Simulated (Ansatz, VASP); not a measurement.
# BAs: VASP beside Ansatz

File INCAR:

```
SYSTEM = BAs
  ALGO = Normal
  EDIFF = 1E-6
  ENCUT = 520
  GGA = PE
  ISIF = 2
  ISMEAR = -1
  LASPH = .True.
  LCHARG = .False.
  LREAL = .False.
  LWAVE = .False.
  NBANDS = 11
  NELM = 100
  PREC = Accurate
  SIGMA = 0.02
```

The input KPOINTS:

```
k-points
0
Gamma
  10 10 10
  0 0 0
```

The input POSCAR:

```
BAs
1.0
    0.0000000000      2.3918676074      2.3918676074
    2.3918676074      0.0000000000      2.3918676074
    2.3918676074      2.3918676074      0.0000000000
B As
1 1
Direct
    0.0000000000      0.0000000000      0.0000000000
    0.2500000000      0.2500000000      0.2500000000
```

Input for Ansatz:

```yaml
crystal:
  lattice:
    - [0.0, 2.3918676074, 2.3918676074]
    - [2.3918676074, 0.0, 2.3918676074]
    - [2.3918676074, 2.3918676074, 0.0]
  atoms:
    - { symbol: B, position: [0.0, 0.0, 0.0] }
    - { symbol: As, position: [0.25, 0.25, 0.25] }
kpoints:
  mp_grid: { grid: [10, 10, 10] }
  band_path:
    path:
      - [0.0, 0.0, 0.0]
      - [-0.5, -0.5, 0.0]
      - [-0.375, -0.375, 0.25]
      - [-0.375, 0.0, 0.375]
      - [0.0, 0.0, 0.5]
      - [-0.5, -0.25, 0.25]
      - [0.0, 0.398437, 0.398438]
    npoints: 1
hamiltonian:
  xc: pbe
scf:
  occupations: { method: fermi_dirac, width: 0.02 }
  n_extra_bands: 4
output:
  forces: true
  stress: true
  eigenvalues: true
```

The cell was built by a generator and needn't be a form met in nature.

Alike in both runs: task single point; functional PBE; k mesh 10 × 10 × 10; occupations fermi-dirac, width 0.02 eV; no spin polarisation.

```csv
,VASP,Ansatz
version,VASP 6.6.1,Ansatz 0.2.0
potentials or method,"VASP PAW PBE potentials, release 64 (B, As)","plane waves, PAW"
plane-wave cutoff (eV),520,420
valence electrons in the cell,8,18
```

|  | VASP | Ansatz | Ansatz less VASP |
| --- | --- | --- | --- |
| gap on the k mesh at the Fermi level (eV) | 1.18 | 1.19 | +0.009 |
| pressure (GPa) | 2.8 | 2.2 | -0.64 |

The functional is the same, so the differences come from potentials, cutoffs and numerics. The two sets of potentials don't hold the same shells in valence.

A k mesh can miss the band edges.
